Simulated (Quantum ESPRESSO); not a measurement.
# CuI (Marshite) (F-43m) in Quantum ESPRESSO: notebook, part 2 of 3

Quantum ESPRESSO 7.5. The steps go on from the part before.

**3. Phonons, vdW-DF-cx**

The input, pw.in:

```
&CONTROL
  calculation = 'scf'
  prefix = 'pwscf'
  outdir = './tmp'
  pseudo_dir = './pseudo'
  tprnfor = .true.
  tstress = .true.
  disk_io = 'low'
/
&SYSTEM
  ibrav = 0
  A = 4.28718841
  nat = 2
  ntyp = 2
  ecutwfc = 56
  ecutrho = 448
  nbnd = 20
  input_dft = 'vdw-df-cx'
  occupations = 'smearing'
  smearing = 'fd'
  degauss = 0.00367493
/
&ELECTRONS
  conv_thr = 4d-10
  electron_maxstep = 120
  mixing_beta = 0.5
/
ATOMIC_SPECIES
I    126.9045 i_pbe_v1.uspp.F.UPF
Cu    63.5460 cu_pbe_v1.2.uspp.F.UPF
CELL_PARAMETERS alat
   0.0000000000    0.7071067819    0.7071067819
   0.7071067819    0.0000000000    0.7071067819
   0.7071067819    0.7071067819    0.0000000000
ATOMIC_POSITIONS alat
I      0.0000000000    0.0000000000    0.0000000000
Cu     1.0606601729    1.0606601729    1.0606601729
K_POINTS automatic
4 4 4 1 1 1
```

The input, relax.in:

```
&CONTROL
  calculation = 'vc-relax'
  prefix = 'pwscf'
  outdir = './tmp'
  pseudo_dir = './pseudo'
  tprnfor = .true.
  tstress = .true.
  disk_io = 'low'
  nstep = 40
  forc_conv_thr = 0.0001
  etot_conv_thr = 1d-06
/
&SYSTEM
  ibrav = 0
  A = 4.28718841
  nat = 2
  ntyp = 2
  ecutwfc = 56
  ecutrho = 448
  nbnd = 20
  input_dft = 'vdw-df-cx'
  occupations = 'smearing'
  smearing = 'fd'
  degauss = 0.00367493
/
&ELECTRONS
  conv_thr = 4d-10
  electron_maxstep = 120
  mixing_beta = 0.5
/
&IONS
  ion_dynamics = 'bfgs'
/
&CELL
  cell_dynamics = 'bfgs'
  press = 0
  press_conv_thr = 0.2
/
ATOMIC_SPECIES
I    126.9045 i_pbe_v1.uspp.F.UPF
Cu    63.5460 cu_pbe_v1.2.uspp.F.UPF
CELL_PARAMETERS alat
   0.0000000000    0.7071067819    0.7071067819
   0.7071067819    0.0000000000    0.7071067819
   0.7071067819    0.7071067819    0.0000000000
ATOMIC_POSITIONS alat
I      0.0000000000    0.0000000000    0.0000000000
Cu     1.0606601729    1.0606601729    1.0606601729
K_POINTS automatic
4 4 4 1 1 1
```

The input, gamma.in:

```
&CONTROL
  calculation = 'bands'
  prefix = 'pwscf'
  outdir = './tmp'
  pseudo_dir = './pseudo'
  disk_io = 'low'
  verbosity = 'high'
/
&SYSTEM
  ibrav = 0
  A = 4.21488837
  nat = 2
  ntyp = 2
  ecutwfc = 56
  ecutrho = 448
  nbnd = 20
  input_dft = 'vdw-df-cx'
  occupations = 'smearing'
  smearing = 'fd'
  degauss = 0.00367493
/
&ELECTRONS
  conv_thr = 1d-08
  electron_maxstep = 120
  mixing_beta = 0.5
  diago_full_acc = .true.
  startingwfc = 'random'
/
ATOMIC_SPECIES
I    126.9045 i_pbe_v1.uspp.F.UPF
Cu    63.5460 cu_pbe_v1.2.uspp.F.UPF
CELL_PARAMETERS alat
   0.0000000000    0.7071067805    0.7071067805
   0.7071067805    0.0000000000    0.7071067805
   0.7071067805    0.7071067805    0.0000000000
ATOMIC_POSITIONS alat
I      0.0000000000    0.0000000000    0.0000000000
Cu     1.0606601708    1.0606601708    1.0606601708
K_POINTS crystal
1
0.0 0.0 0.0 1
```

The input, scf2.in:

```
&CONTROL
  calculation = 'scf'
  prefix = 'pwscf'
  outdir = './tmp'
  pseudo_dir = './pseudo'
  tprnfor = .true.
  tstress = .true.
  disk_io = 'low'
/
&SYSTEM
  ibrav = 0
  A = 4.21488837
  nat = 2
  ntyp = 2
  ecutwfc = 56
  ecutrho = 448
  nbnd = 20
  input_dft = 'vdw-df-cx'
  occupations = 'fixed'
/
&ELECTRONS
  conv_thr = 1d-13
  electron_maxstep = 120
  mixing_beta = 0.5
  startingpot = 'file'
/
ATOMIC_SPECIES
I    126.9045 i_pbe_v1.uspp.F.UPF
Cu    63.5460 cu_pbe_v1.2.uspp.F.UPF
CELL_PARAMETERS alat
   0.0000000000    0.7071067805    0.7071067805
   0.7071067805    0.0000000000    0.7071067805
   0.7071067805    0.7071067805    0.0000000000
ATOMIC_POSITIONS alat
I      0.0000000000    0.0000000000    0.0000000000
Cu     1.0606601708    1.0606601708    1.0606601708
K_POINTS automatic
4 4 4 1 1 1
```

The input, ph.in:

```
phonons of CuI
&INPUTPH
  prefix = 'pwscf'
  outdir = './tmp'
  tr2_ph = 1d-18
  fildyn = 'dyn'
  niter_ph = 90
  alpha_mix(1) = 0.7
  epsil = True
/
0.0000000000 0.0000000000 0.0000000000
```

The input, dynmat.in:

```
&INPUT
  fildyn = 'dyn'
  asr = 'crystal'
  lperm = .true.
  filout = 'dynmat.disp'
  fileig = 'dynmat.eig'
/
```

The input, dynmat_lo.in:

```
&INPUT
  fildyn = 'dyn'
  asr = 'crystal'
  filout = 'dynmat_lo.disp'
  fileig = 'dynmat_lo.eig'
  q(1) = 0
  q(2) = 0
  q(3) = 1
/
```

Potentials or basis: GBRV 1.5 PBE.

On the command line:

```sh
$ OMP_NUM_THREADS=1 mpirun -n 4 pw.x -nk 2 -in pw.in > pw.out
$ OMP_NUM_THREADS=1 mpirun -n 4 pw.x -nk 2 -in relax.in > relax.out
$ OMP_NUM_THREADS=1 mpirun -n 4 pw.x -in gamma.in > gamma.out
$ OMP_NUM_THREADS=1 mpirun -n 4 pw.x -nk 2 -in scf2.in > scf2.out
$ OMP_NUM_THREADS=1 mpirun -n 4 ph.x -nk 2 -in ph.in > ph.out
$ OMP_NUM_THREADS=1 mpirun -n 1 dynmat.x -in dynmat.in > dynmat.out
$ OMP_NUM_THREADS=1 mpirun -n 1 dynmat.x -in dynmat_lo.in > dynmat_lo.out
```

pw.out:

```text
This program is part of the open-source Quantum ESPRESSO suite
     for quantum simulation of materials; please cite
         "P. Giannozzi et al., J. Phys.:Condens. Matter 21 395502 (2009);
         "P. Giannozzi et al., J. Phys.:Condens. Matter 29 465901 (2017);
         "P. Giannozzi et al., J. Chem. Phys. 152 154105 (2020);
     in publications or presentations arising from this work. More details at

     IMPORTANT: XC functional enforced from input :
     Exchange-correlation= VDW-DF-CX
                           (   1   4  27   0   1   0   0)
     Any further DFT definition will be discarded
     Please, verify this is what you really want

     Message from routine setup:
     using ibrav=0 with symmetry is DISCOURAGED, use correct ibrav instead

     K-points division:     npool     =       2
     Subspace diagonalization in iterative solution of the eigenvalue problem:
     a serial algorithm will be used

     --------------------
     sticks:   dense  smooth     PW     G-vecs:    dense   smooth      PW
     Min        1014     513    150                30042    10665    1738
     Max        1015     514    151                30045    10666    1741
     Sum        2029    1027    301                60087    21331    3479

     Using Slab Decomposition

     bravais-lattice index     =            0
     lattice parameter (alat)  =       8.1016  a.u.
     unit-cell volume          =     376.0099 (a.u.)^3
     number of atoms/cell      =            2
     number of atomic types    =            2
     number of electrons       =        26.00
     number of Kohn-Sham states=           20
     kinetic-energy cutoff     =      56.0000  Ry
     charge density cutoff     =     448.0000  Ry
     scf convergence threshold =      4.0E-10
     mixing beta               =       0.5000
     number of iterations used =            8  plain     mixing
     Exchange-correlation= VDW-DF-CX
                           (   1   4  27   0   1   0   0)

     celldm(1)=   8.101612  celldm(2)=   0.000000  celldm(3)=   0.000000
     celldm(4)=   0.000000  celldm(5)=   0.000000  celldm(6)=   0.000000

     crystal axes: (cart. coord. in units of alat)
               a(1) = (   0.000000   0.707107   0.707107 )
               a(2) = (   0.707107   0.000000   0.707107 )
               a(3) = (   0.707107   0.707107   0.000000 )

     reciprocal axes: (cart. coord. in units 2 pi/alat)
               b(1) = ( -0.707107  0.707107  0.707107 )
               b(2) = (  0.707107 -0.707107  0.707107 )
               b(3) = (  0.707107  0.707107 -0.707107 )

     PseudoPot. # 1 for I  read from file:
     i_pbe_v1.uspp.F.UPF
     Pseudo is Ultrasoft + core correction, Zval =  7.0
[... 86 lines left out ...]
     %    DOI: 10.1063/1.4986522 and DOI: 10.1103/PhysRevX.12.041003        %
     %    use with input_dft = 'vdW-DF2-br0' and 'vdW-DF2-ahbr'             %
     %                                                                      %
     %%%%%%%%%%%%%%%%%%%%%%%%%%%%%%%%%%%%%%%%%%%%%%%%%%%%%%%%%%%%%%%%%%%%%%%%

     Starting wfcs are   17 randomized atomic wfcs +    3 random wfcs

     Self-consistent Calculation

     iteration #  1     ecut=    56.00 Ry     beta= 0.50
     Davidson diagonalization with overlap
     ethr =  1.00E-02,  avg # of iterations =  8.0

     total energy              =    -467.53391429 Ry
     estimated scf accuracy    <       2.24175874 Ry
[... 127 lines left out ...]
     iteration # 20     ecut=    56.00 Ry     beta= 0.50
     Davidson diagonalization with overlap
     ethr =  4.52E-12,  avg # of iterations =  2.0

     End of self-consistent calculation

          k = 0.0884 0.0884 0.0884 (  2698 PWs)   bands (ev):

  -104.9931 -62.4562 -62.4562 -62.4562  -7.5937   2.4377   2.7415   2.7415
     4.5066   4.5066   5.7523   6.2729   6.2729   8.1410  11.1703  11.4894
    11.4894  15.2983  15.4251  15.4251

          k = 0.2652 0.2652-0.0884 (  2662 PWs)   bands (ev):

  -104.9931 -62.4563 -62.4562 -62.4562  -7.2895   1.4887   2.5676   2.7821
     4.4745   4.5355   4.9337   5.4466   5.9677   9.1745  11.6011  11.9726
    12.1171  14.6301  15.9506  16.8496

          k =-0.2652-0.2652 0.4419 (  2658 PWs)   bands (ev):
[... 19 lines left out ...]
  -104.9931 -62.4563 -62.4563 -62.4562  -6.9542   1.1597   2.0040   2.6334
     4.4173   4.5161   4.6361   4.8374   5.1544  10.0446  10.9998  12.5316
    14.0454  15.4354  17.6886  18.5237

          k = 0.0884-0.2652 0.4419 (  2663 PWs)   bands (ev):

  -104.9931 -62.4563 -62.4562 -62.4562  -7.0960   1.1932   2.2997   2.7285
     4.4658   4.5282   4.7197   5.0850   5.5041   9.8494  11.0797  11.9667
    13.4242  15.2231  17.0860  17.9441

          k =-0.6187 0.0884 0.0884 (  2664 PWs)   bands (ev):

  -104.9931 -62.4563 -62.4562 -62.4562  -6.9575   0.9365   2.4382   2.6580
     4.4316   4.5802   4.6082   4.9309   4.9764   9.2742   9.8034  14.2735
    15.0491  16.0411  17.8787  18.7884

          k = 0.2652 0.2652 0.2652 (  2671 PWs)   bands (ev):
[... 7 lines left out ...]
  -104.9931 -62.4563 -62.4562 -62.4562  -7.0110   1.1518   2.0154   2.7446
     4.4261   4.5087   4.6960   4.9510   5.4048   9.6844  11.4478  13.0762
    13.3359  15.0560  15.8556  18.2516

     the Fermi energy is     7.2245 ev

!    total energy              =    -468.78661068 Ry
     estimated scf accuracy    <          3.7E-10 Ry
     smearing contrib. (-TS)   =      -0.00000000 Ry
     internal energy E=F+TS    =    -468.78661068 Ry

     The total energy is F=E-TS. E is the sum of the following terms:
     one-electron contribution =    -416.45206936 Ry
     hartree contribution      =     216.88047688 Ry
     xc contribution           =     -86.52900880 Ry
     ewald contribution        =    -182.68600940 Ry

     convergence has been achieved in  20 iterations

     Forces acting on atoms (cartesian axes, Ry/au):

     atom    1 type  1   force =     0.00000000    0.00000000    0.00000000
     atom    2 type  2   force =     0.00000000   -0.00000000   -0.00000000

     Total force =     0.000000     Total SCF correction =     0.000000

     Computing stress (Cartesian axis) and pressure

          total   stress  (Ry/bohr**3)                   (kbar)     P=      -21.59
  -0.00014677  -0.00000000  -0.00000000          -21.59       -0.00       -0.00
  -0.00000000  -0.00014677  -0.00000000           -0.00      -21.59       -0.00
  -0.00000000  -0.00000000  -0.00014677           -0.00       -0.00      -21.59

=------------------------------------------------------------------------------=
   JOB DONE.
=------------------------------------------------------------------------------=
```

relax.out:

```text
This program is part of the open-source Quantum ESPRESSO suite
     for quantum simulation of materials; please cite
         "P. Giannozzi et al., J. Phys.:Condens. Matter 21 395502 (2009);
         "P. Giannozzi et al., J. Phys.:Condens. Matter 29 465901 (2017);
         "P. Giannozzi et al., J. Chem. Phys. 152 154105 (2020);
[... 379 lines left out ...]
  -0.00000000  -0.00000500   0.00000000           -0.00       -0.74        0.00
  -0.00000000   0.00000000  -0.00000500           -0.00        0.00       -0.74

=------------------------------------------------------------------------------=
   JOB DONE.
=------------------------------------------------------------------------------=
```

gamma.out:

```text
This program is part of the open-source Quantum ESPRESSO suite
     for quantum simulation of materials; please cite
         "P. Giannozzi et al., J. Phys.:Condens. Matter 21 395502 (2009);
         "P. Giannozzi et al., J. Phys.:Condens. Matter 29 465901 (2017);
         "P. Giannozzi et al., J. Chem. Phys. 152 154105 (2020);
     in publications or presentations arising from this work. More details at

[... 406 lines left out ...]

  -104.5315 -61.9928 -61.9928 -61.9928  -7.2719   3.1681   3.1681   3.1681
     4.9669   4.9669   7.0664   7.0664   7.0664   8.2422  11.8885  11.8885
    11.8885  15.2698  16.9385  16.9385

=------------------------------------------------------------------------------=
   JOB DONE.
=------------------------------------------------------------------------------=
```

It took 13 min on 4 MPI ranks of Intel Xeon at 2.50GHz (Skylake/Cascade Lake), shared host; peak memory 0.92 GiB.

Results:

```
Free energy                                             : -6378.1850 eV
Relaxed volume                                          : 26.47 Å³/atom
Relaxed cell                                            : a = 4.215 Å, b = 4.215 Å, c = 4.215 Å, α = 60.00°, β = 60.00°, γ = 60.00°
Space group after relaxing (to 0.05 Å)                  : F-43m (No. 216)
Pressure after relaxing                                 : -0.1 GPa
Electronic dielectric tensor (diagonal)                 : 6.67
Born charges (mean of the diagonal)                     : I -1.06; Cu +1.02 e
Highest phonon frequency at Γ, LO-TO splitting left out : 142 cm⁻¹
Static dielectric tensor (diagonal)                     : 7.85
```

Step by step:
```
step  energy change (eV)  largest force (eV/Å)  pressure (GPa)  volume (Å³)
   1              0.0000                0.0000           -2.16        55.72
   2             -0.0076                0.0000           -1.78        55.11
   3             -0.0157                0.0000           -1.08        54.20
   4             -0.0200                0.0000            0.08        52.86
   5             -0.0200                0.0000            0.00        52.95
   6             -0.0200                0.0000            0.00        52.95
```

Final structure:
```xyz
2
Lattice="0.0000 2.9804 2.9804 2.9804 0.0000 2.9804 2.9804 2.9804 0.0000" Properties=species:S:1:pos:R:3 pbc="T T T"
I     0.0000    0.0000    0.0000
Cu    4.4706    4.4706    4.4706
```

Levels at points of the mesh, in eV from the valence-band top:
```tsv
k point	band 11	band 12	band 13	band 14	band 15	band 16
(0.12, 0.12, 0.12)	-0.57	0.00	0.00	2.03	4.89	5.19
```

Phonon frequencies in cm⁻¹ (negative: imaginary):
```
              q point           frequencies
(0.000, 0.000, 0.000)  12 12 12 142 142 142
```

Electronic dielectric tensor:
```
6.67 0.00 0.00
0.00 6.67 0.00
0.00 0.00 6.67
```

Born effective charge tensors (e):
atom 1, I
```
-1.06  0.00  0.00
 0.00 -1.06  0.00
 0.00  0.00 -1.06
```
atom 2, Cu
```
1.02 0.00 0.00
0.00 1.02 0.00
0.00 0.00 1.02
```

Optical modes at Γ, degenerate ones joined, polar ones without the macroscopic field:
| cm⁻¹ | components | symmetry | active in | IR intensity, summed ((D/Å)²/amu) |
| --- | --- | --- | --- | --- |
| 142 | 3 | T2 | IR and Raman | 1.76 |

Zone-centre frequencies without and with the macroscopic field along z (cm⁻¹):
|  | optical modes in rising order |
| --- | --- |
| without | 142 142 142 |
| with the field | 142 142 154 |

Static dielectric tensor, electrons and zone-centre modes:
```
7.85 0.00 0.00
0.00 7.85 0.00
0.00 0.00 7.85
```

Caveat: the mesh is thin for the dielectric tensor, Born charges and intensities, which usually come out too large; the potentials were made for another functional, which shifts forces and pressure. Spin-orbit coupling is left out, which matters for the levels of I.

(Part 2 of 3 ends here.)
